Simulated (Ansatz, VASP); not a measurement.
**InAs: VASP beside Ansatz**

```
CELL_PARAMETERS angstrom
0.00000 3.01800 3.01800
3.01800 0.00000 3.01800
3.01800 3.01800 0.00000
ATOMIC_POSITIONS crystal
In 0.00000 0.00000 0.00000
As 0.75000 0.75000 0.75000
```

Alike in both runs: task single point; functional PBE; k mesh 8 × 8 × 8; occupations gaussian, width 0.011 eV; no spin polarisation.

```csv
,VASP,Ansatz
version,VASP 6.6.1,Ansatz 0.2.0
potentials or method,"VASP PAW PBE potentials, release 64 (In_d, As)",Ansatz PAW
plane-wave cutoff (eV),520,420
valence electrons in the cell,18,28
```

```tsv
	VASP	Ansatz	Ansatz less VASP
gap on the k mesh at the Fermi level (eV)	none	none	-
pressure (GPa)	4.4	4.3	-0.06
```

A gap of «none» marks a metal or a gap that the smearing closes. The two sets of potentials don't hold the same shells in valence.

Caveats: this crystal is a semiconductor, whose small gap the functional closes, so the metal is an error of the method.
